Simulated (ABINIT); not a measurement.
# SiC (Moissanite 3C) (F-43m) in ABINIT: convergence with smearing width

Aim: find how far smearing width must go before the results for SiC (Moissanite 3C) settle, at BLYP. This setting moves, with any that are tied to it; all else stays.

Everything below comes from runs of ABINIT 10.8.3 (patched build). Logs are shortened: lines on timing, memory, paths and dates and some standing lists are left out, and cuts for length are marked. The log counts tension as positive stress, the text compression.

## Step 1: The crystal as given

It takes space group F-43m (No. 216, cubic). Conventional cell: a = 4.358 Å, b = 4.358 Å, c = 4.358 Å, α = 90.00°, β = 90.00°, γ = 90.00°. Si (site symmetry -43m) has 4 C at 1.89 Å as nearest neighbours. C (site symmetry -43m) is surrounded by 4 Si at 1.89 Å.

## Step 2: With smearing width 0.272 eV

Input file run.abi:

```
pp_dirpath "./"
pseudos "Si_ONCV_PBE-1.2.upf, C_ONCV_PBE-1.2.upf"

acell 3.0815713524 3.0815713524 3.0815713524 Angstrom
rprim
     0.0000000000     0.7071067812     0.7071067812
     0.7071067812     0.0000000000     0.7071067812
     0.7071067812     0.7071067812     0.0000000000
ntypat 2
znucl 14 6
natom 2
typat 1 2
xred
     0.0000000000     0.0000000000     0.0000000000
     0.7500000000     0.7500000000     0.7500000000

ecut 1088.455450 eV

kptopt 1
ngkpt 10 10 10
nshiftk 1
shiftk 0.0 0.0 0.0

ixc -106131

nband 8
occopt 6
tsmear 0.00999582

nstep 100
tolvrs 1.0e-10

iomode 3
prtwf 0
prtden 0
prteig 0
prtebands 0
enunit 2
```

Potentials or basis: SG15 NC PBE v1.2.

Command:

```sh
$ abinit run.abi > log 2>&1
```

run.abo:

```text
.Version 10.8.3 of ABINIT
 Symmetries : space group F-4 3 m (#216); Bravais cF (face-center cubic)
================================================================================
 Values of the parameters that define the memory need of the present run
     intxc =       0    ionmov =       0      iscf =       7    lmnmax =       4
     lnmax =       4     mgfft =      36  mpssoang =       2    mqgrid =    3001
     natom =       2  nloc_mem =       1    nspden =       1   nspinor =       1
    nsppol =       1      nsym =      24    n1xccc =       0    ntypat =       2
    occopt =       6   xclevel =       2
       mpw =        1705          nfft =       46656          nkpt =          47
================================================================================
================================================================================

--------------------------------------------------------------------------------
------------- Echo of variables that govern the present computation ------------
--------------------------------------------------------------------------------
 -outvars: echo values of preprocessed input variables --------
            acell      5.8233258935E+00  5.8233258935E+00  5.8233258935E+00 Bohr
              amu      2.80855000E+01  1.20110000E+01
             ecut      4.00000000E+01 Hartree
           enunit           2
              ixc     -106131
         kptrlatt       10    0    0      0   10    0      0    0   10
          kptrlen      5.82332589E+01
            natom           2
            nband           8
            ngfft          36      36      36
             nkpt          47
            nstep         100
             nsym          24
           ntypat           2
           occopt           6
           prtden           0
        prtebands           0
           prteig           0
            prtwf           0
            rprim      0.0000000000E+00  7.0710678120E-01  7.0710678120E-01
                       7.0710678120E-01  0.0000000000E+00  7.0710678120E-01
                       7.0710678120E-01  7.0710678120E-01  0.0000000000E+00
          spgroup         216
           tolvrs      1.00000000E-10
           tsmear      9.99582000E-03 Hartree
            typat      1  2
           xangst      0.0000000000E+00  0.0000000000E+00  0.0000000000E+00
                       3.2685000001E+00  3.2685000001E+00  3.2685000001E+00
            xcart      0.0000000000E+00  0.0000000000E+00  0.0000000000E+00
                       6.1765698426E+00  6.1765698426E+00  6.1765698426E+00
             xred      0.0000000000E+00  0.0000000000E+00  0.0000000000E+00
                       7.5000000000E-01  7.5000000000E-01  7.5000000000E-01
            znucl       14.00000    6.00000

================================================================================

 chkinp: Checking input parameters for consistency.

================================================================================
[... 85 lines left out ...]
...

 Integrated electronic density in atomic spheres:
 ------------------------------------------------
 Atom  Sphere_radius  Integrated_density
    1        2.00000          1.93260572
    2        2.00000          4.26337481
================================================================================

 ----iterations are completed or convergence reached----

 Mean square residual over all n,k,spin=   38.988E-08; max=  13.738E-05
 reduced coordinates (array xred) for    2 atoms
       0.000000000000      0.000000000000      0.000000000000
       0.750000000000      0.750000000000      0.750000000000
 rms dE/dt=  1.4875E-30; max dE/dt=  2.1036E-30; dE/dt below (all hartree)
    1       0.000000000000      0.000000000000      0.000000000000
    2       0.000000000000      0.000000000000     -0.000000000000

 cartesian coordinates (angstrom) at end:
    1      0.00000000000000     0.00000000000000     0.00000000000000
    2      3.26850000005054     3.26850000005054     3.26850000005054

 cartesian forces (hartree/bohr) at end:
    1     -0.00000000000000    -0.00000000000000     0.00000000000000
    2      0.00000000000000     0.00000000000000    -0.00000000000000
 frms,max,avg= 2.4456190E-31 3.8315485E-31   0.000E+00  0.000E+00  0.000E+00 h/b

 cartesian forces (eV/Angstrom) at end:
    1     -0.00000000000000    -0.00000000000000     0.00000000000000
    2      0.00000000000000     0.00000000000000    -0.00000000000000
 frms,max,avg= 1.2575878E-29 1.9702615E-29   0.000E+00  0.000E+00  0.000E+00 e/A
 length scales=  5.823325893479  5.823325893479  5.823325893479 bohr
              =  3.081571352400  3.081571352400  3.081571352400 angstroms
 Fermi (or HOMO) energy (hartree) =   0.38174   Average Vxc (hartree)=  -0.37653
 Eigenvalues (hartree) for nkpt=  47  k points:
 kpt#   1, nband=  8, wtk=  0.00100, kpt=  0.0000  0.0000  0.0000 (reduced coord)
  -0.18222    0.37755    0.37755    0.37755    0.61579    0.65450    0.65450    0.65450
      occupation numbers for kpt#   1
   2.00000    1.64544    1.64544    1.64544    0.00000    0.00000    0.00000    0.00000
 prteigrs : prtvol=0 or 1, do not print more k-points.

 Fermi (or HOMO) energy (eV) =  10.38768   Average Vxc (eV)= -10.24587
 Eigenvalues (   eV  ) for nkpt=  47  k points:
 kpt#   1, nband=  8, wtk=  0.00100, kpt=  0.0000  0.0000  0.0000 (reduced coord)
  -4.95837   10.27359   10.27359   10.27359   16.75652   17.80992   17.80992   17.80992
 prteigrs : prtvol=0 or 1, do not print more k-points.

--- !EnergyTerms
iteration_state     : {dtset: 1, }
comment             : Components of total free energy in Hartree
kinetic             :  5.96074133324124E+00
hartree             :  1.21937669018426E+00
xc                  : -2.99015123606685E+00
Ewald energy        : -1.04656108773520E+01
psp_core            : -1.25246590732352E-01
local_psp           : -4.19200987430931E+00
non_local_psp       :  1.00813654574337E+00
internal            : -9.58476400929168E+00
'-kT*entropy'       :  4.02283973670770E-05
total_energy        : -9.58472378089431E+00
total_energy_eV     : -2.60813620862955E+02
band_energy         :  1.32077009861097E+00
...

 Cartesian components of stress tensor (hartree/bohr^3)
  sigma(1 1)= -2.21670818E-04  sigma(3 2)=  0.00000000E+00
  sigma(2 2)= -2.21670818E-04  sigma(3 1)=  0.00000000E+00
  sigma(3 3)= -2.21670818E-04  sigma(2 1)=  0.00000000E+00

-Cartesian components of stress tensor (GPa)         [Pressure=  6.5218E+00 GPa]
- sigma(1 1)= -6.52178064E+00  sigma(3 2)=  0.00000000E+00
- sigma(2 2)= -6.52178064E+00  sigma(3 1)=  0.00000000E+00
- sigma(3 3)= -6.52178064E+00  sigma(2 1)=  0.00000000E+00

== END DATASET(S) ==============================================================
================================================================================

 -outvars: echo values of variables after computation  --------
            acell      5.8233258935E+00  5.8233258935E+00  5.8233258935E+00 Bohr
           etotal     -9.5847237809E+00
            fcart     -1.2771828463E-31 -1.2771828463E-31  3.8315485390E-31
                       1.2771828463E-31  1.2771828463E-31 -3.8315485390E-31
            rprim      0.0000000000E+00  7.0710678120E-01  7.0710678120E-01
                       7.0710678120E-01  0.0000000000E+00  7.0710678120E-01
                       7.0710678120E-01  7.0710678120E-01  0.0000000000E+00
           strten     -2.2167081830E-04 -2.2167081830E-04 -2.2167081830E-04
                       0.0000000000E+00  0.0000000000E+00  0.0000000000E+00
           xangst      0.0000000000E+00  0.0000000000E+00  0.0000000000E+00
                       3.2685000001E+00  3.2685000001E+00  3.2685000001E+00
             xred      0.0000000000E+00  0.0000000000E+00  0.0000000000E+00
                       7.5000000000E-01  7.5000000000E-01  7.5000000000E-01
 Calculation completed.
```

Run time: 19 s. Hardware: 1 thread of Arm Neoverse V1, shared host; peak memory 0.07 GiB.

What came out:

```
Free energy                                           : -260.8136 eV
Pressure                                              : 6.5 GPa
Band gap on the k mesh                                : 1.76 eV, indirect (least direct gap 4.84 eV)
Valence electrons inside the program's atomic spheres : Si 1.93; C 4.26
```

## Step 3: With smearing width 0.2 eV

run.abi, as its differences from that of step 2:

```diff
@@ -27,3 +27,3 @@
 occopt 6
-tsmear 0.00999582
+tsmear 0.00734986
```

Potentials or basis: SG15 NC PBE v1.2.

Command:

```sh
$ abinit run.abi > log 2>&1
```

Wall time 19 s (1 thread of Arm Neoverse V1, shared host); peak memory 0.07 GiB.

The run converged. Its results:

| Quantity | Value |
| --- | --- |
| Free energy | -260.8141 eV |
| Pressure | 6.5 GPa |
| Band gap on the k mesh | 1.76 eV, indirect (least direct gap 4.84 eV) |
| Valence electrons inside the program's atomic spheres | Si 1.93; C 4.26 |

## Step 4: With smearing width 0.136 eV

run.abi, as its differences from that of step 3:

```diff
@@ -27,3 +27,3 @@
 occopt 6
-tsmear 0.00734986
+tsmear 0.00499791
```

Command:

```sh
$ abinit run.abi > log 2>&1
```

Run time: 19 s. Hardware: 1 thread of Arm Neoverse V1, shared host; peak memory 0.07 GiB.

It converged, with:

```yaml
Free_energy: -260.8142 eV
Pressure: 6.5 GPa
Band_gap_on_the_k_mesh: 1.76 eV, indirect (least direct gap 4.84 eV)
Valence_electrons_inside_the_program's_atomic_spheres: Si 1.93; C 4.26
```

## Step 5: With smearing width 0.1 eV

run.abi, as its differences from that of step 4:

```diff
@@ -27,3 +27,3 @@
 occopt 6
-tsmear 0.00499791
+tsmear 0.00367493
```

Command:

```sh
$ abinit run.abi > log 2>&1
```

It took 19 s on 1 thread of Arm Neoverse V1, shared host; peak memory 0.07 GiB.

Results (log left out):

```yaml
Free_energy: -260.8142 eV
Pressure: 6.5 GPa
Band_gap_on_the_k_mesh: 1.76 eV, indirect (least direct gap 4.84 eV)
Valence_electrons_inside_the_program's_atomic_spheres: Si 1.93; C 4.26
```

## Step 6: With smearing width 0.05 eV

run.abi, as its differences from that of step 5:

```diff
@@ -27,3 +27,3 @@
 occopt 6
-tsmear 0.00367493
+tsmear 0.00183747
```

Potentials or basis: SG15 NC PBE v1.2.

Command:

```sh
$ abinit run.abi > log 2>&1
```

It took 19 s on 1 thread of Arm Neoverse V1, shared host; peak memory 0.07 GiB.

Results (log left out):

```
Free energy                                           : -260.8142 eV
Pressure                                              : 6.5 GPa
Band gap on the k mesh                                : 1.76 eV, indirect (least direct gap 4.84 eV)
Valence electrons inside the program's atomic spheres : Si 1.93; C 4.26
```

## Step 7: With smearing width 0.025 eV

run.abi, as its differences from that of step 6:

```diff
@@ -27,3 +27,3 @@
 occopt 6
-tsmear 0.00183747
+tsmear 0.00091873
```

Command:

```sh
$ abinit run.abi > log 2>&1
```

It took 19 s on 1 thread of Arm Neoverse V1, shared host; peak memory 0.07 GiB.

Results (log left out):

| Item | Value |
| --- | --- |
| Free energy | -260.8142 eV |
| Pressure | 6.5 GPa |
| Band gap on the k mesh | 1.76 eV, indirect (least direct gap 4.84 eV) |
| Valence electrons inside the program's atomic spheres | Si 1.93; C 4.26 |

## Step 8: With smearing width 0.01 eV

run.abi, as its differences from that of step 7:

```diff
@@ -27,3 +27,3 @@
 occopt 6
-tsmear 0.00091873
+tsmear 0.00036749
```

Command:

```sh
$ abinit run.abi > log 2>&1
```

Wall time 19 s (1 thread of Arm Neoverse V1, shared host); peak memory 0.07 GiB.

It converged, with:

| Quantity | Value |
| --- | --- |
| Free energy | -260.8142 eV |
| Pressure | 6.5 GPa |
| Band gap on the k mesh | 1.76 eV, indirect (least direct gap 4.84 eV) |
| Valence electrons inside the program's atomic spheres | Si 1.93; C 4.26 |

## Step 9: The series at a glance

```csv
smearing width,energy less the tightest run (meV/atom),SCF cycles,CPU time (s),peak memory (GiB)
0.272 eV,0.28,10,19,0.07
0.2 eV,0.02,10,19,0.07
0.136 eV,0.01,10,19,0.07
0.1 eV,0.01,10,19,0.07
0.05 eV,0.00,10,19,0.07
0.025 eV,0.00,10,19,0.07
0.01 eV,0.00,10,19,0.07
```

Against the tightest run, the energy stays within 1 meV/atom from 0.272 eV on. The tightest run that finished is the yardstick and may itself not be fully converged.

Caveats: the potentials were made for another functional, which shifts forces and pressure.
